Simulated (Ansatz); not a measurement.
A surface is cut from this relaxed crystal of GaN:

```cif
data_structure
_symmetry_space_group_name_H-M 'F-43m'
_symmetry_Int_Tables_number 216
_cell_length_a 4.4982
_cell_length_b 4.4982
_cell_length_c 4.4982
_cell_angle_alpha 90.000
_cell_angle_beta 90.000
_cell_angle_gamma 90.000
_cell_volume 91.02
loop_
_atom_site_label
_atom_site_type_symbol
_atom_site_symmetry_multiplicity
_atom_site_Wyckoff_symbol
_atom_site_fract_x
_atom_site_fract_y
_atom_site_fract_z
_atom_site_occupancy
Ga1 Ga 4 a 0.00000 0.00000 0.00000 1
N1 N 4 c 0.25000 0.25000 0.25000 1
```

Miller indices refer to the conventional cell of F-43m (No. 216), a = 4.498 Å, b = 4.498 Å, c = 4.498 Å, α = 90.00°, β = 90.00°, γ = 90.00°. The bulk's gap is 1.70 eV.

The (210) slab of 21 planes, 10.1 Å thick with 15 Å of vacuum as cut; outer planes Ga (top) and Ga (bottom).

All numbers below come from DFT PBEsol, scalar-relativistic, plane waves, PAW (Ansatz). Cutoff 420 eV; k points 7×5×1 on the computed 21-atom cell (Γ-centred); Gaussian smearing, width 0.05 eV; no spin polarisation. A dipole correction removes the field between periodic images along c.

The slab isn't stoichiometric (Ga11N10), so its surface energy depends on the chemical potentials; it is given with the excess atoms taken from the element's standard state, a limit at which the compound may itself be unstable, so the figure can be too low. This cut of an insulator is polar or leaves open shells, so the slab is metallic here; real surfaces compensate by reconstruction or adsorbates. The slab's middle planes relax by over 3 % too, so it holds no bulk-like region.

With the atoms at the bulk's places:

```json
{"Surface energy with the excess atoms taken from the elements": "2.65 J/m²", "Gap of the slab on the mesh": "none (metal or semimetal)", "Work function": "4.93 eV"}
```

**Question.** What changes when all atoms relax within this surface cell and its symmetry?

**Answer.** The energy falls by 0.419 J/m² a face, and the largest move is 0.53 Å.

| Quantity | Value |
| --- | --- |
| Surface energy with the excess atoms taken from the elements | 2.23 J/m² |
| Gap of the slab on the mesh | none (metal or semimetal) |
| Work function | 4.99 eV (top), 5.00 eV (bottom) |

| plane (bottom to top) | atoms | spacing to next, bulk (Å) | relaxed (Å) | change (%) |
| --- | --- | --- | --- | --- |
| 1 | Ga | 0.503 | 0.243 | -51.6 |
| 2 | N | 0.503 | 0.428 | -14.8 |
| 3 | Ga | 0.503 | 0.528 | +4.9 |
| 4 | N | 0.503 | 0.462 | -8.2 |
| 5 | Ga | 0.503 | 0.578 | +15.0 |
| 6 | N | 0.503 | 0.519 | +3.1 |
| 7 | Ga | 0.503 | 0.462 | -8.1 |
| 8 | N | 0.503 | 0.500 | -0.5 |
| 9 | Ga | 0.503 | 0.533 | +5.9 |
| 10 | N | 0.503 | 0.487 | -3.2 |
| 11 | Ga | 0.503 | 0.488 | -2.9 |
| 12 | N | 0.503 | 0.532 | +5.7 |
| 13 | Ga | 0.503 | 0.501 | -0.4 |
| 14 | N | 0.503 | 0.462 | -8.2 |
| 15 | Ga | 0.503 | 0.519 | +3.2 |
| 16 | N | 0.503 | 0.577 | +14.7 |
| 17 | Ga | 0.503 | 0.464 | -7.7 |
| 18 | N | 0.503 | 0.526 | +4.6 |
| 19 | Ga | 0.503 | 0.425 | -15.5 |
| 20 | N | 0.503 | 0.247 | -50.9 |
| 21 | Ga |  |  |  |

Spin polarisation was left out, and a magnetic state may lie lower.

The reference crystal is the zinc-blende form of GaN, which isn't its usual structure.